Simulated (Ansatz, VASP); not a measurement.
## Cu: VASP beside Ansatz

Contents of POSCAR:

```
Cu
1.0
    2.6316567452      0.0000000000      0.0000000000
   -1.3158278534      2.2790812032      0.0000000000
    0.0000000000      0.0000000000      4.2709001322
Cu
2
Direct
    0.3333333333      0.6666666667      0.2500000000
    0.6666666667      0.3333333333      0.7500000000
```

INCAR.step1

```
SYSTEM = Cu
PREC = Accurate ; ENCUT = 520
ISMEAR = 1 ; SIGMA = 0.05
LREAL = .FALSE. ; LASPH = .TRUE.
NELM = 80 ; NBANDS = 18
GGA = PE ; ALGO = Normal
EDIFF = 1E-4 ; LWAVE = .TRUE.
LCHARG = .FALSE.
```

File INCAR.step2:

```
SYSTEM = Cu
PREC = Accurate ; ENCUT = 520
EDIFF = 1E-6 ; ISMEAR = 1
SIGMA = 0.05 ; LREAL = .FALSE.
LASPH = .TRUE. ; NELM = 80
ALGO = Normal ; ISIF = 2
LWAVE = .FALSE. ; LCHARG = .FALSE.
METAGGA = R2SCAN ; LMIXTAU = .TRUE.
NBANDS = 18 ; ISTART = 1
```

File KPOINTS:

```
regular mesh
0
G
  13 13 7
  0 0 0
```

Input for Ansatz:

```yaml
crystal:
  lattice:
    - [2.6316567452037156, 0.0, 0.0]
    - [-1.3158278533524475, 2.2790812031939236, 0.0]
    - [0.0, 0.0, 4.270900132188779]
  atoms:
    - { symbol: Cu, position: [0.3333333333333333, 0.6666666666666666, 0.25] }
    - { symbol: Cu, position: [0.6666666666666666, 0.3333333333333333, 0.75] }
basis:
  ecutwfc: 571.4391111657479
kpoints:
  mp_grid:
    grid: [13, 13, 7]
hamiltonian:
  xc: r2scan
scf:
  occupations:
    method: cold
    width: 0.05
output:
  stress: true
```

This isn't the form of Cu at room conditions, which is fcc.

Alike in both runs: task single point; functional r2SCAN; k mesh 13 × 13 × 7; no spin polarisation.

|  | VASP | Ansatz |
| --- | --- | --- |
| version | VASP 6.6.1 | Ansatz 0.2.0 |
| potentials or method | VASP PAW PBE potentials, release 64 (Cu) | plane waves, PAW |
| plane-wave cutoff (eV) | 520 | 571 |
| occupations | methfessel-paxton of order 1, width 0.05 eV | cold, width 0.05 eV |
| valence electrons in the cell | 22 | 38 |

```csv
,VASP,Ansatz,Ansatz less VASP
pressure (GPa),-13.4,-13.9,-0.47
largest component of the traceless stress (GPa),1.77,1.70,-0.073
```

The two sets of potentials don't hold the same shells in valence.

Caveats: the PAW data sets were made with another functional, which shifts forces and pressure a little (VASP).
